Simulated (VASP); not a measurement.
The system is P.

```
P
1.0
     1.64774   -5.46504    0.00000
     1.64774    5.46504    0.00000
     0.00000    0.00000    4.54364
P
4
Direct
  0.90414 0.09586 0.58882
  0.09586 0.90414 0.41118
  0.59586 0.40414 0.08882
  0.40414 0.59586 0.91118
```

Base run:

```yaml
Program: VASP 6.6.1
Functional: r2SCAN
Potentials_or_basis: VASP PAW PBE potentials, release 64 (P)
Cutoff: 520 eV
k_mesh: 8 × 8 × 6
Occupations: gaussian, width 0.02 eV
Spin: no spin polarisation
```

Its results: band gap on the k mesh 0.26 eV, direct.

**Question.** The run is repeated on the same cell with these changes: functional from r2SCAN to TB-mBJ. What comes out?

**Answer.** Band gap on the k mesh 0.64 eV, direct.
